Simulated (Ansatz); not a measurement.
# SnO: the cost of one run

Program: Ansatz 0.2.0. Level of theory: DFT PBE, scalar-relativistic. These are calculated values, not measurements.

### Step 1. The system as given

The structure is tetragonal, space group P4/nmm (No. 129). The conventional cell has a = 3.802 Å, b = 3.802 Å, c = 4.836 Å, α = 90.00°, β = 90.00°, γ = 90.00°. Around Sn (site symmetry 4mm) lie 4 O at 2.22 Å. O (site symmetry -4m2) is surrounded by 4 Sn at 2.22 Å.

As a file:

```xyz
4
Lattice="3.8020 0.0000 0.0000 0.0000 3.8020 0.0000 0.0000 0.0000 4.8360" Properties=species:S:1:pos:R:3 pbc="T T T"
Sn    0.0000    1.9010    1.1534
Sn    1.9010    0.0000    3.6826
O     0.0000    0.0000    0.0000
O     1.9010    1.9010    0.0000
```

Atoms are numbered in the order of the input: Sn1, Sn2, O3, O4.

### Step 2. Volume × 0.96, LAPW

Contents of input.yaml:

```yaml
crystal:
  lattice:
    - [3.7506153226, 0.0, 0.0]
    - [0.0, 3.7506153226, 0.0]
    - [0.0, 0.0, 4.7706406366]
  atoms:
    - { symbol: Sn, position: [0.0, 0.5, 0.2385] }
    - { symbol: Sn, position: [0.5, 0.0, 0.7615] }
    - { symbol: O, position: [0.0, 0.0, 0.0] }
    - { symbol: O, position: [0.5, 0.5, 0.0] }
kpoints:
  mp_grid: { grid: [8, 8, 6] }
  band_path:
    path:
      - [0.0, 0.0, 0.0]
      - [0.0, 0.5, 0.0]
      - [0.5, 0.5, 0.0]
      - [0.0, 0.0, 0.0]
      - [0.0, 0.0, 0.5]
      - [0.0, 0.5, 0.5]
      - [0.5, 0.5, 0.5]
      - [0.0, 0.0, 0.5]
      - [0.0, 0.5, 0.0]
    npoints: 5
scf:
  occupations: { method: fermi_dirac, width: 0.01 }
hamiltonian:
  xc: pbe
  pseudopotentials: { kind: all_electron, lapw: { basis_error: 0.001 } }
output:
  forces: true
  stress: true
  eigenvalues: true
```

On the command line:

```sh
$ ansatz run input.yaml --threads 1 --pin off --max-ram 4096MiB --backend cpu --events-out ev --progress --plain --runs-dir out
```

**Question.** How long does this run take on 1 thread of Intel Xeon Platinum 8488C (Sapphire Rapids), shared host, and how much memory does it need?

About 61 s, with a peak of 0.7 GiB.
